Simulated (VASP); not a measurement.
## CdTe (F-43m): a series in a change of volume

Wanted: the response of CdTe to a change of volume, as a table, with a fit that predicts a row left out.

Method: LDA; plane waves and PAW (Cd, Te), in the first sound run; inputs show where later runs differ, in VASP 6.6.1.

**1. The structure**

The structure is cubic, space group F-43m (No. 216). Conventional cell: a = 6.481 Å, b = 6.481 Å, c = 6.481 Å, α = 90.00°, β = 90.00°, γ = 90.00°. Nearest to Cd lie 4 Te at 2.81 Å. Te has 4 Cd at 2.81 Å nearest. Farther neighbours and most contacts between anions are not listed.

Coordinates:

```cif
data_structure
_symmetry_space_group_name_H-M 'F-43m'
_symmetry_Int_Tables_number 216
_cell_length_a 6.4810
_cell_length_b 6.4810
_cell_length_c 6.4810
_cell_angle_alpha 90.000
_cell_angle_beta 90.000
_cell_angle_gamma 90.000
_cell_volume 272.22
loop_
_atom_site_label
_atom_site_type_symbol
_atom_site_symmetry_multiplicity
_atom_site_Wyckoff_symbol
_atom_site_fract_x
_atom_site_fract_y
_atom_site_fract_z
_atom_site_occupancy
Cd1 Cd 4 a 0.00000 0.00000 0.00000 1
Te1 Te 4 d 0.25000 0.25000 0.75000 1
```

**2. Relax the crystal, LDA**

The series starts from the cell that this level prefers, so that zero strain is near zero stress.

This step took 2 runs in a row; the last is shown.

Level: LDA; plane waves and PAW (Cd, Te).

The input, INCAR:

```
SYSTEM = CdTe
PREC = Accurate
ENCUT = 450
EDIFF = 1E-07
NELM = 120
ISMEAR = 0
SIGMA = 0.02
LREAL = .FALSE.
ALGO = Normal
GGA = CA
NBANDS = 15
LASPH = .TRUE.
LORBIT = 11
LWAVE = .FALSE.
LCHARG = .FALSE.
KPAR = 12
IBRION = 2
NSW = 40
ISIF = 3
EDIFFG = -0.005
POTIM = 0.4
```

The input, POSCAR:

```
CdTe
1.0
    0.0000000000      3.2089821087      3.2089821087
    3.2089821087      0.0000000000      3.2089821087
    3.2089821087      3.2089821087      0.0000000000
Cd Te
1 1
Direct
    0.0000000000      0.0000000000      0.0000000000
    0.2500000000      0.2500000000      0.2500000000
```

The input, KPOINTS:

```
Automatic mesh
0
Gamma
8 8 8
0 0 0
```

PAW data sets: Cd and Te (LDA family, release 64).

Command:

```console
> mpirun -np 12 vasp_std
```

The program printed:

```text
[banner, memory and clock lines left out]
running   12 mpi-ranks, on    1 nodes
[...]
|                                                                             |
|           W    W    AA    RRRRR   N    N  II  N    N   GGGG   !!!           |
|           W    W   A  A   R    R  NN   N  II  NN   N  G    G  !!!           |
|           W    W  A    A  R    R  N N  N  II  N N  N  G       !!!           |
|           W WW W  AAAAAA  RRRRR   N  N N  II  N  N N  G  GGG   !            |
|           WW  WW  A    A  R   R   N   NN  II  N   NN  G    G                |
|           W    W  A    A  R    R  N    N  II  N    N   GGGG   !!!           |
|                                                                             |
|     For optimal performance we recommend to set                             |
|       NCORE = 2 up to number-of-cores-per-socket                            |
|     NCORE specifies how many cores store one orbital (NPAR=cpu/NCORE).      |
|     This setting can greatly improve the performance of VASP for DFT.       |
[...]
DAV:   4    -0.629292908156E+01   -0.35194E-01   -0.35191E-01  1298   0.418E+00
[...]
DAV:  11    -0.605062394991E+01   -0.39072E-05   -0.20771E-05  1089   0.409E-02    0.319E-02
DAV:  12    -0.605062297949E+01    0.97041E-06   -0.21116E-06   998   0.121E-02    0.158E-02
DAV:  13    -0.605062291534E+01    0.64158E-07   -0.55036E-07  1017   0.340E-03
   1 F= -.60506229E+01 E0= -.60506229E+01  d E =-.605062E+01
[...]
N       E                     dE             d eps       ncg     rms          rms(c)
DAV:   1    -0.605075524963E+01   -0.13227E-03   -0.24534E-03  1038   0.600E-01    0.856E-02
DAV:   2    -0.605063910095E+01    0.11615E-03   -0.29544E-04  1003   0.256E-01    0.277E-02
DAV:   3    -0.605062797639E+01    0.11125E-04   -0.24067E-05  1017   0.491E-02    0.231E-02
DAV:   4    -0.605062611634E+01    0.18600E-05   -0.28907E-06   989   0.124E-02    0.382E-03
DAV:   5    -0.605062602082E+01    0.95525E-07   -0.28256E-07   946   0.684E-03
   2 F= -.60506260E+01 E0= -.60506260E+01  d E =-.310548E-05
 trial-energy change:   -0.000003  1 .order   -0.000004   -0.000013    0.000004
 step:   0.6571(harm=  0.7447)  dis= 0.00000  next Energy=    -6.050627 (dE=-0.391E-05)
 reached required accuracy - stopping structural energy minimisation
```

Elapsed: 4.2 s, on 12 MPI ranks of AMD EPYC 9R45, shared host; peak memory 2.1 GiB.

The logs omit lines about the potential files and the build; timing stands in the text.

Parts of OUTCAR (step 2):

```text
  Total        0.0051087      0.0051087      0.0051087      0.0000000      0.0000000      0.0000000
  in kB        0.1239541      0.1239541      0.1239541      0.0000000      0.0000000      0.0000000
  external PRESSURE =       0.1239541 kB  Pullay stress =       0.0000000 kB

 POSITION                                       TOTAL-FORCE (eV/Angst)
 -----------------------------------------------------------------------------------
      3.20806      6.41612      3.20806         0.000000      0.000000      0.000000
      1.60403      1.60403      1.60403        -0.000000     -0.000000     -0.000000
 -----------------------------------------------------------------------------------
    total drift:                                0.000000      0.000000      0.000000

  FREE ENERGIE OF THE ION-ELECTRON SYSTEM (eV)
  ---------------------------------------------------
  free  energy   TOTEN  =        -6.0506260208 eV

  energy  without entropy=       -6.0506260208  energy(sigma->0) =       -6.05062602

 reached required accuracy - stopping structural energy minimisation

[... 3 further parts left out ...]
[key lines of the parts left out:]
E-fermi :   2.5537
```

Numbers from this step:

```
energy(sigma→0) of the program : -6.0506 eV
stress, compression positive   : xx, yy, zz 0.01, 0.01, 0.01 GPa
volume                         : 66.032 Å³
ionic steps                    : 2
```

**3. Relax at fixed volume, LDA**

One member in full: the volume is scaled by 1.015, and the cell is held.

Level: LDA; plane waves and PAW (Cd, Te).

INCAR: that of step 2 with these lines changed.

```diff
@@ -15,7 +15,8 @@
 LCHARG = .FALSE.
-KPAR = 12
+KPAR = 3
 IBRION = 2
 NSW = 40
-ISIF = 3
-EDIFFG = -0.005
+ISIF = 2
+EDIFFG = -0.004
 POTIM = 0.4
+MAXMIX = 40
```

The input, POSCAR:

```
CdTe
1.0
    0.0000000000      3.2240200465      3.2240200465
    3.2240200465      0.0000000000      3.2240200465
    3.2240200465      3.2240200465      0.0000000000
Cd Te
1 1
Direct
    0.0000000000      0.0000000000      0.0000000000
    0.2500000000      0.2500000000      0.2500000000
```

KPOINTS is that of step 2.

Command:

```console
> mpirun -np 3 vasp_std
```

The program printed:

```text
[banner, memory and clock lines left out]
running    3 mpi-ranks, on    1 nodes
[...]
LDA part: xc-table for (Slater(with rela. corr.)+CA(PZ))
 , standard interpolation
 POSCAR, INCAR and KPOINTS ok, starting setup
[...]
entering main loop
       N       E                     dE             d eps       ncg     rms          rms(c)
DAV:   1     0.927394605497E+02    0.92739E+02   -0.77701E+03   886   0.931E+02
DAV:   2    -0.281294293927E+01   -0.95552E+02   -0.91433E+02  1024   0.239E+02
DAV:   3    -0.625718634449E+01   -0.34442E+01   -0.34389E+01  1017   0.474E+01
DAV:   4    -0.629127314832E+01   -0.34087E-01   -0.34085E-01  1368   0.412E+00
[...]
DAV:  11    -0.604919434130E+01   -0.39199E-05   -0.20389E-05  1053   0.402E-02    0.309E-02
DAV:  12    -0.604919342122E+01    0.92009E-06   -0.20053E-06   991   0.118E-02    0.156E-02
DAV:  13    -0.604919335815E+01    0.63069E-07   -0.51767E-07  1066   0.326E-03
   1 F= -.60491934E+01 E0= -.60491934E+01  d E =-.604919E+01
[...]
reached required accuracy - stopping structural energy minimisation
```

Elapsed: 5.8 s, on 3 MPI ranks; peak memory 0.43 GiB; 15 s of CPU time.

From OUTCAR (step 3):

```text
  Total       -0.2781007     -0.2781007     -0.2781007     -0.0000000      0.0000000     -0.0000000
  in kB       -6.6479753     -6.6479753     -6.6479753     -0.0000000      0.0000000     -0.0000000
  external PRESSURE =      -6.6479753 kB  Pullay stress =       0.0000000 kB

 POSITION                                       TOTAL-FORCE (eV/Angst)
 -----------------------------------------------------------------------------------
      0.00000      0.00000      0.00000        -0.000000     -0.000000      0.000000
      1.61201      1.61201      1.61201         0.000000      0.000000     -0.000000
 -----------------------------------------------------------------------------------
    total drift:                                0.000000      0.000000      0.000000

  FREE ENERGIE OF THE ION-ELECTRON SYSTEM (eV)
  ---------------------------------------------------
  free  energy   TOTEN  =        -6.0491933581 eV

  energy  without entropy=       -6.0491933581  energy(sigma->0) =       -6.04919336

[... 2 parts as in an earlier step ...]

[... 2 further parts left out ...]
[key lines of the parts left out:]
E-fermi :   2.4233
```

This run gave:

* energy(sigma→0) of the program: -6.0492 eV
* stress, compression positive: xx, yy, zz -0.66, -0.66, -0.66 GPa
* ionic steps: 1

**4. Band edges, TB-mBJ with spin-orbit coupling**

Short lines in KPOINTS_OPT sample the zone centre, for masses, and the other valleys.

Level: TB-mBJ, spin-orbit coupling; plane waves and PAW (Cd, Te).

TB-mBJ has no energy functional, so the total energy, stress and pressure in this output mean nothing.

The input, INCAR:

```
SYSTEM = CdTe
PREC = Accurate
ENCUT = 450
EDIFF = 1E-06
NELM = 150
ISMEAR = 0
SIGMA = 0.02
LREAL = .FALSE.
ALGO = Normal
METAGGA = MBJ
LASPH = .TRUE.
LNONCOLLINEAR = .TRUE.
MAGMOM = 0 0 0 0 0 0
NBANDS = 28
GGA_COMPAT = .FALSE.
LSORBIT = .TRUE.
LWAVE = .FALSE.
LCHARG = .FALSE.
KPAR = 3
```

POSCAR is that of step 3.

The input, KPOINTS:

```
Automatic mesh
0
Gamma
7 7 7
0 0 0
```

The input, KPOINTS_OPT:

```
Line mode
6
Line-mode
Reciprocal
  0.00000000   0.00000000   0.00000000
  0.02565594   0.02565594  -0.00000000

  0.00000000   0.00000000   0.00000000
  0.00000000  -0.02565594  -0.02565594

  0.31000000   0.31000000   0.00000000
  0.50000000   0.50000000   0.00000000

  0.00000000   0.31000000   0.31000000
  0.00000000   0.50000000   0.50000000

  0.45000000   0.45000000   0.45000000
  0.50000000   0.50000000   0.50000000

  0.45000000   0.00000000   0.00000000
  0.50000000   0.00000000   0.00000000

  0.42500000   0.42500000   0.00000000
  0.42500000   0.45065594   0.02565594

  0.50000000   0.50000000   0.50000000
  0.48185851   0.51814149   0.50000000
```

Command:

```console
> mpirun -np 3 vasp_ncl
```

The program printed:

```text
[banner, memory and clock lines left out]
running    3 mpi-ranks, on    1 nodes
[...]
|                                                                             |
|               ----> ADVICE to this user running VASP <----                  |
|                                                                             |
|     You enforced a specific xc type in the INCAR file but a different       |
|     [... a line on the potential file left out ...]
|     I HOPE YOU KNOW WHAT YOU ARE DOING!                                     |
|                                                                             |

 LDA part: xc-table for (None), standard interpolation
 POSCAR, INCAR and KPOINTS ok, starting setup
[...]
entering main loop
       N       E                     dE             d eps       ncg     rms          rms(c)
DAV:   1    -0.461617332272E+02   -0.46162E+02   -0.75198E+03  1688   0.100E+03
DAV:   2    -0.152123933377E+03   -0.10596E+03   -0.10274E+03  1848   0.270E+02
DAV:   3    -0.156934566286E+03   -0.48106E+01   -0.47795E+01  1948   0.580E+01
DAV:   4    -0.156991816757E+03   -0.57250E-01   -0.57213E-01  1968   0.556E+00
[...]
DAV:  33    -0.155626167033E+03   -0.18752E-04   -0.26874E-10   860   0.178E-04    0.183E-04
DAV:  34    -0.155626189854E+03   -0.22821E-04   -0.43132E-10   864   0.131E-04    0.258E-04
DAV:  35    -0.155626189915E+03   -0.60683E-07   -0.12425E-10   860   0.100E-04
   1 F= -.15562619E+03 E0= -.15562619E+03  d E =-.122049E-27  mag=    -0.0000     0.0000    -0.0000
 Start KPOINTS_OPT (optional k-point list driver)
k-point batch [1-30\48]
       N       E                     dE             ncg
DAV:   1     0.152404591415E+04   -0.61803E+04     1704
DAV:   2    -0.173862759443E+04   -0.32627E+04     1920
DAV:   3    -0.188553342685E+04   -0.14691E+03     1912
DAV:   4    -0.188719920517E+04   -0.16658E+01     2156
DAV:   5    -0.188722201414E+04   -0.22809E-01     1932
DAV:   6    -0.188722275916E+04   -0.74502E-03     2116
DAV:   7    -0.188722278555E+04   -0.26384E-04     1940
DAV:   8    -0.188722278668E+04   -0.11344E-05     1524
DAV:   9    -0.188722278674E+04   -0.58922E-07     1244
k-point batch [31-48\48]
       N       E                     dE             ncg
DAV:   1     0.590739701451E+04   -0.72004E+04     1048
DAV:   2     0.401432760694E+04   -0.18931E+04     1112
DAV:   3     0.393060653589E+04   -0.83721E+02     1216
DAV:   4     0.392976418501E+04   -0.84235E+00     1240
DAV:   5     0.392974730906E+04   -0.16876E-01     1164
DAV:   6     0.392974673861E+04   -0.57045E-03     1232
DAV:   7     0.392974671532E+04   -0.23290E-04     1140
DAV:   8     0.392974671433E+04   -0.98819E-06      960
```

The job ended after 2.4 min (3 MPI ranks; peak memory 1.2 GiB).

Parts of OUTCAR (step 4):

```text
  LATTYP: Found a face centered cubic cell.
 ALAT       =     6.4480400930

 Subroutine GETGRP returns: Found 24 space group operations
 (whereof 24 operations were pure point group operations)

The static configuration has the point symmetry T_d .

 Found     30 irreducible k-points:

   k-points           NKPTS =     30   k-points in BZ     NKDIM =     30   number of bands    NBANDS=     28

   dimension x,y,z NGX =    32 NGY =   32 NGZ =   32
   dimension x,y,z NGXF=    64 NGYF=   64 NGZF=   64

   ENCUT  =  450.0 eV  33.07 Ry    5.75 a.u.   7.89  7.89  7.89*2*pi/ulx,y,z

   NELECT =      18.0000    total number of electrons

 E-fermi :   3.0824

 k-point     1 :       0.0000    0.0000    0.0000
  band No.  band energies     occupation
    ...
     14       2.1148      1.00000
     15       2.9346      1.00000
     16       2.9346      1.00000
     17       2.9346      1.00000
     18       2.9346      1.00000
     19       4.5325      0.00000
     20       4.5325      0.00000
     21       7.6231      0.00000
     22       7.6231      0.00000
     23       7.9149      0.00000
    ...

 k-point     2 :       0.1429    0.0000    0.0000
  band No.  band energies     occupation
    ...
     14       1.3793      1.00000
     15       2.3292      1.00000
     16       2.3292      1.00000
     17       2.7630      1.00000
     18       2.7787      1.00000
     19       5.2935      0.00000
     20       5.2935      0.00000
     21       7.8641      0.00000
     22       7.8641      0.00000
     23       8.0298      0.00000
    ...

  Total      -14.2290978    -14.2290978    -14.2290978      0.0000000     -0.0000000     -0.0000000
  in kB     -340.1455158   -340.1455158   -340.1455158      0.0000000     -0.0000000     -0.0000000
  external PRESSURE =    -340.1455158 kB  Pullay stress =       0.0000000 kB

 POSITION                                       TOTAL-FORCE (eV/Angst)
 -----------------------------------------------------------------------------------
      0.00000      0.00000      0.00000         0.000000      0.000000      0.000000
      1.61201      1.61201      1.61201        -0.000000     -0.000000     -0.000000
 -----------------------------------------------------------------------------------
    total drift:                                0.000000      0.000000      0.000000

  FREE ENERGIE OF THE ION-ELECTRON SYSTEM (eV)
  ---------------------------------------------------
  free  energy   TOTEN  =      -155.6261899146 eV

  energy  without entropy=     -155.6261899146  energy(sigma->0) =     -155.62618991

 Spin-Orbit-Coupling matrix elements
 Ion:    1  E_soc:     -0.0577452
 Ion:    2  E_soc:     -0.1873825

[... 1 part as in an earlier step ...]

[... 7 further parts left out ...]
```

**5. Band edges, r2SCAN with spin-orbit coupling**

Short lines in KPOINTS_OPT sample the zone centre, for masses, and the other valleys.

Level: r2SCAN, spin-orbit coupling; plane waves and PAW (Cd, Te).

INCAR: that of step 4 with these lines changed.

```diff
@@ -4,3 +4,3 @@
 EDIFF = 1E-06
-NELM = 150
+NELM = 100
 ISMEAR = 0
@@ -9,3 +9,3 @@
 ALGO = Normal
-METAGGA = MBJ
+METAGGA = R2SCAN
 LASPH = .TRUE.
```

POSCAR is that of step 4.

KPOINTS is that of step 4.

KPOINTS_OPT is that of step 4.

Command:

```console
> mpirun -np 3 vasp_ncl
```

The program printed:

```text
[banner, memory and clock lines left out]
running    3 mpi-ranks, on    1 nodes
[...]
[... a notice as in an earlier step ...]

 LDA part: xc-table for (None), standard interpolation
 POSCAR, INCAR and KPOINTS ok, starting setup
[...]
entering main loop
       N       E                     dE             d eps       ncg     rms          rms(c)
DAV:   1    -0.681175126921E+03   -0.68118E+03   -0.76532E+03  1688   0.102E+03
DAV:   2    -0.790017974153E+03   -0.10884E+03   -0.10528E+03  1844   0.273E+02
DAV:   3    -0.795244882909E+03   -0.52269E+01   -0.51950E+01  1948   0.614E+01
DAV:   4    -0.795304312924E+03   -0.59430E-01   -0.59399E-01  1972   0.583E+00
[...]
DAV:  14    -0.790830943773E+03   -0.50742E-05   -0.17089E-05  1748   0.568E-02    0.197E-02
DAV:  15    -0.790830941647E+03    0.21260E-05   -0.54384E-06  1792   0.366E-02    0.674E-03
DAV:  16    -0.790830941653E+03   -0.54647E-08   -0.15372E-07   864   0.301E-03
   1 F= -.79083094E+03 E0= -.79083094E+03  d E =-.173368E-23  mag=    -0.0000     0.0000    -0.0000
 Start KPOINTS_OPT (optional k-point list driver)
k-point batch [1-30\48]
       N       E                     dE             ncg
DAV:   1     0.131558755926E+04   -0.63887E+04     1696
DAV:   2    -0.203732249441E+04   -0.33529E+04     1880
DAV:   3    -0.219390729781E+04   -0.15658E+03     1960
DAV:   4    -0.219582138904E+04   -0.19141E+01     2168
DAV:   5    -0.219583940749E+04   -0.18018E-01     1864
DAV:   6    -0.219583984839E+04   -0.44090E-03     2120
DAV:   7    -0.219583985646E+04   -0.80736E-05     1732
DAV:   8    -0.219583985669E+04   -0.22601E-06     1264
k-point batch [31-48\48]
       N       E                     dE             ncg
DAV:   1     0.578097375635E+04   -0.73268E+04     1040
DAV:   2     0.382583564437E+04   -0.19551E+04     1128
DAV:   3     0.373773439657E+04   -0.88101E+02     1200
DAV:   4     0.373680610583E+04   -0.92829E+00     1316
DAV:   5     0.373679507858E+04   -0.11027E-01     1128
DAV:   6     0.373679473331E+04   -0.34526E-03     1276
DAV:   7     0.373679472346E+04   -0.98533E-05     1004
DAV:   8     0.373679472307E+04   -0.38766E-06      780
```

Wall time 3.9 min (3 MPI ranks); peak memory 1.1 GiB; 11 min of CPU time.

Parts of OUTCAR (step 5):

```text
  Total        0.9207592      0.9207592      0.9207592     -0.0000000      0.0000000      0.0000000
  in kB       22.0106795     22.0106795     22.0106795     -0.0000000      0.0000000      0.0000000
  external PRESSURE =      22.0106795 kB  Pullay stress =       0.0000000 kB

 POSITION                                       TOTAL-FORCE (eV/Angst)
 -----------------------------------------------------------------------------------
      0.00000      0.00000      0.00000        -0.000000     -0.000000     -0.000000
      1.61201      1.61201      1.61201         0.000000      0.000000      0.000000
 -----------------------------------------------------------------------------------
    total drift:                                0.000000      0.000000      0.000000

  FREE ENERGIE OF THE ION-ELECTRON SYSTEM (eV)
  ---------------------------------------------------
  free  energy   TOTEN  =      -790.8309416526 eV

  energy  without entropy=     -790.8309416526  energy(sigma->0) =     -790.83094165

[... 2 parts as in an earlier step ...]

[... 1 further part left out ...]
[key lines of the parts left out:]
E-fermi :   2.7490
```

Read from the output:

```
energy(sigma→0) of the program : -790.8309 eV
stress, compression positive   : xx, yy, zz 2.20, 2.20, 2.20 GPa
```

The run ends at a pressure of 2.20 GPa.

(Continued in part 2 of 2.)

[Lines on the potential files, build, host, timing and source positions are cut from VASP's logs without a mark.]

[Logs are printed without paths, hosts, clocks, repeated set-up lines and the standing remarks that a program may print on its own settings, such as how far it seeks lower states.]

[Hosts, paths, dates, database ids (printed as entryN), source tags and the programs' standing remarks are cut or masked in the printed files.]

[In band tables of VASP the shares of atoms and orbitals are scaled to a sum of 1 inside the atoms' spheres.]
